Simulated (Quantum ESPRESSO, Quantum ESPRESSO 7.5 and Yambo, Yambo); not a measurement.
**Sb (buckled honeycomb monolayer): G0W0 with and without spin-orbit coupling**

Is the spin-orbit change of the gap of Sb (buckled honeycomb monolayer) the same in DFT and in GW?

Calculated with Quantum ESPRESSO 7.5 and Yambo 5.3.0; PBE and many-body steps on it, plane waves.

**What was measured.**

- Gap 2.21 eV: optical gap from PL emission peak; photoluminescence, 355 nm excitation; monolayer (antimonene on antimony oxide after hydrogen reduction) (“Ultrathin high-κ antimony oxide single crystals”, 2020, pmc:7237679).

This is a report of a sequence of runs, with most program output left out.

**1. Set-up**

The cell holds 2 atoms: 2 Sb. Its edges and angles: a = 4.127 Å, b = 4.127 Å, c = 14.000 Å, α = 90.0°, β = 90.0°, γ = 120.0°. Vacuum lies along c.

The structure was relaxed with PBE. The runs that relaxed it are not among those shown. Spin-orbit coupling is left out unless a step names it.

**2. Empty states on the mesh, 6×6×1 mesh, 135 bands**

This step: Quantum ESPRESSO 7.5; DFT, PBE, plane waves, norm-conserving pseudopotentials.

The sums over transitions need many empty states on a uniform mesh; this step solves for them.

pw.in

```
&control
  calculation = 'nscf'
  prefix = 'x'
  outdir = 'o'
  pseudo_dir = 'pseudo'
/
&system
  ibrav = 0
  nat = 2
  ntyp = 1
  ecutwfc = 88.0
  nbnd = 135
  force_symmorphic = .true.
/
&electrons
  conv_thr = 1e-9
  electron_maxstep = 80
  diago_full_acc = .true.
  diago_thr_init = 5e-6
/
ATOMIC_SPECIES
  Sb 121.76 Sb.upf
CELL_PARAMETERS angstrom
  4.1272254436 0.0000000001 0.0000000000
  -2.0636127219 3.5742820813 0.0000000000
  0.0000000000 0.0000000000 14.0000000000
ATOMIC_POSITIONS crystal
  Sb 0.3333333333 0.6666666667 0.4415848827
  Sb 0.6666666667 0.3333333333 0.5584151173
K_POINTS automatic
  6 6 1 0 0 0
```

The run is started by

```sh
OMP_NUM_THREADS=1 mpirun -n 4 pw.x -nk 4 -in pw.in > pw.out
```

Wall time 51 s (4 MPI ranks of Arm Neoverse V1, shared host); peak memory 1.2 GiB.

Numbers from this step:

```yaml
gap: 1.314 eV
k_of_the_valence_top: 0, 0, 0
k_of_the_conduction_bottom: 0, 0.3333, 0
least_direct_gap: 1.578 eV
k_points_computed: 7
lowest_point_of_the_top_converged_band_above_the_valence_top: 37.77 eV
```

On this mesh the gap is 1.314 eV.

The density comes from a self-consistent run that is not shown.

**3. Conversion and set-up**

This step: Yambo 5.3.0; conversion and set-up on PBE, plane waves, norm-conserving pseudopotentials.

The states are converted to the many-body program's format and the q mesh is built.

The run is started by

```sh
(cd o/x.save; p2y > p2y.log; mv SAVE ../..); yambo > setup.log
```

The job ended after 2.6 s (1 MPI rank; peak memory 0.26 GiB).

**4. Scalar-relativistic**

G0W0 replaces the xc potential by the self-energy, built once from these orbitals. Only a window of levels is corrected, while the sums run over the empty bands that the input names.

This step: G0W0 on PBE, plane waves, norm-conserving pseudopotentials.

gw1.in

```
HF_and_locXC
gw0
dyson
ppa
em1d
rim_cut
rim_w
RandQpts= 3000000
RandGvec= 100 RL
CUTGeo= "slab z"
RandGvecW= 9 RL
EXXRLvcs= 88 Ry
VXCRLvcs= 352 Ry
Chimod= "HARTREE"
% BndsRnXp
 1 | 135 |
%
NGsBlkXp= 8 Ry
% LongDrXp
 1 | 1 | 0 |
%
% GbndRnge
 1 | 135 |
%
DysSolver= "n"
ExtendOut
PPAPntXp= 27.21138 eV
% QPkrange
 1 | 1 | 22 | 25 |
 3 | 3 | 22 | 25 |
%
```

The run is started by

```sh
OMP_NUM_THREADS=1 mpirun -n 4 yambo -F gw1.in -J gw1 -C gw1 > gw1.log
```

Run time: 6.6 min. Hardware: 4 MPI ranks; peak memory 3.9 GiB.

This step gave:

| Quantity | Value |
| --- | --- |
| G0W0 gap on the points computed | 2.114 eV |
| starting gap on the mesh | 1.314 eV |
| k of the valence top | 0, 0, 0 |
| k of the conduction bottom | 0, 0.3333, 0 |
| least direct G0W0 gap on the computed points | 2.615 eV |
| Z at the valence top | 0.7337 |
| Z at the conduction bottom | 0.7388 |

The gap on the mesh goes from 1.31 eV to 2.11 eV, a correction of +0.80 eV.

**5. Empty states on the mesh, 6×6×1 mesh, 270 bands**

This step: Quantum ESPRESSO 7.5; DFT, PBE with spin-orbit coupling, plane waves, norm-conserving pseudopotentials.

Edit pw.in of step 2 so:

```diff
@@ -11,4 +11,6 @@
   ecutwfc = 88.0
-  nbnd = 135
+  nbnd = 270
   force_symmorphic = .true.
+  noncolin = .true.
+  lspinorb = .true.
 /
```

The run is started by

```sh
OMP_NUM_THREADS=1 mpirun -n 4 pw.x -nk 4 -in pw.in > pw.out
```

Wall time 5.4 min (4 MPI ranks); peak memory 3.8 GiB.

This step gave:

```
gap                                                           : 1.041 eV
k of the valence top                                          : 0, 0, 0
k of the conduction bottom                                    : 0, 0.3333, 0
least direct gap                                              : 1.249 eV
k points computed                                             : 7
lowest point of the top converged band, above the valence top : 37.50 eV
```

On this mesh the gap is 1.041 eV.

The density comes from a self-consistent run that is not shown, made with spin-orbit coupling and fully relativistic files.

**6. Conversion and set-up**

This step: Yambo 5.3.0; conversion and set-up on PBE with spin-orbit coupling, plane waves, norm-conserving pseudopotentials.

The run is started by

```sh
(cd o/x.save; p2y > p2y.log; mv SAVE ../..); yambo > setup.log
```

Elapsed: 4.2 s, on 1 MPI rank; peak memory 0.26 GiB.

**7. With spin-orbit coupling**

This step: G0W0 on PBE with spin-orbit coupling, plane waves, norm-conserving pseudopotentials.

gw3.in

```
HF_and_locXC
gw0
dyson
ppa
em1d
rim_cut
rim_w
RandQpts= 3000000
RandGvec= 100 RL
CUTGeo= "slab z"
RandGvecW= 9 RL
EXXRLvcs= 88 Ry
VXCRLvcs= 352 Ry
Chimod= "HARTREE"
% BndsRnXp
 1 | 270 |
%
NGsBlkXp= 8 Ry
% LongDrXp
 1 | 1 | 0 |
%
% GbndRnge
 1 | 270 |
%
DysSolver= "n"
ExtendOut
PPAPntXp= 27.21138 eV
% QPkrange
 1 | 1 | 43 | 50 |
 3 | 3 | 43 | 50 |
%
```

The run is started by

```sh
OMP_NUM_THREADS=1 mpirun -n 4 yambo -F gw3.in -J gw3 -C gw3 > gw3.log
```

The job ended after 26 min (4 MPI ranks; peak memory 11 GiB; 1.7 h of CPU time).

Numbers from this step:

```
G0W0 gap on the points computed              : 1.794 eV
starting gap on the mesh                     : 1.041 eV
k of the valence top                         : 0, 0, 0
k of the conduction bottom                   : 0, 0.3333, 0
least direct G0W0 gap on the computed points : 2.244 eV
Z at the valence top                         : 0.7279
Z at the conduction bottom                   : 0.7308
```

Against G0W0 in Yambo (6×6×1 mesh, 135 bands, screening to 108.8 eV, Godby-Needs plasmon pole), the gap moves by −0.320 eV.

**8. The runs together**

Times are wall times on 4 MPI ranks of Arm Neoverse V1, shared host, good to a factor of about two.

```csv
run,mesh,bands,screening cutoff (eV),DFT gap (eV),gap on the mesh (eV),direct (eV),time
scalar-relativistic,6×6×1,135,108.8,1.314,2.114,2.615,6.6 min
with spin-orbit coupling,6×6×1,270,108.8,1.041,1.794,2.244,26 min
```

**9. What came out**

| Property | Result |
| --- | --- |
| scalar-relativistic | 2.114 eV |
| with spin-orbit coupling | 1.794 eV |
| known limits | not at the basis limit; no spin-orbit coupling in some runs |

With spin-orbit coupling: −0.320 eV against scalar-relativistic, −0.273 eV of it in the start. Against experiment, by with spin-orbit coupling: the direct gap of 2.24 eV lies +0.03 eV from the measured 2.21 eV (exciton, 2020). An exciton line or allowed optical edge lies below the quasiparticle gap by the binding energy; a forbidden edge can push the onset above it. The computed sheet is free-standing; a substrate or cover screens it further and lowers both gap and binding, while the exciton line moves little. These are gaps on the mesh, at modest bands and cutoff. The calculation has static nuclei and no excitons; a measured gap holds zero-point and thermal motion, which mostly lowers it. Bands and cutoff are finite, so the gap is not at the basis limit. The miss can reach some tenths of an eV and take either sign; the mesh is an error of its own. In the G0W0 runs levels were corrected at 2 k points alone, so a gap called «on the mesh» is the least over those, and an edge elsewhere would be missed.

[Paths, hosts, dates, memory and timing lines, banners, echoed tables and standing remarks are left out of the program output.]

[Logs are printed without paths, hosts, clocks, repeated set-up lines and the standing remarks that a program may print on its own settings, such as how far it seeks lower states.]

[Runs of the session that timed out or met a known fault of the program may be left out.]

[Hosts, paths, dates, database ids (printed as entryN), source tags and the programs' standing remarks are cut or masked in the printed files.]
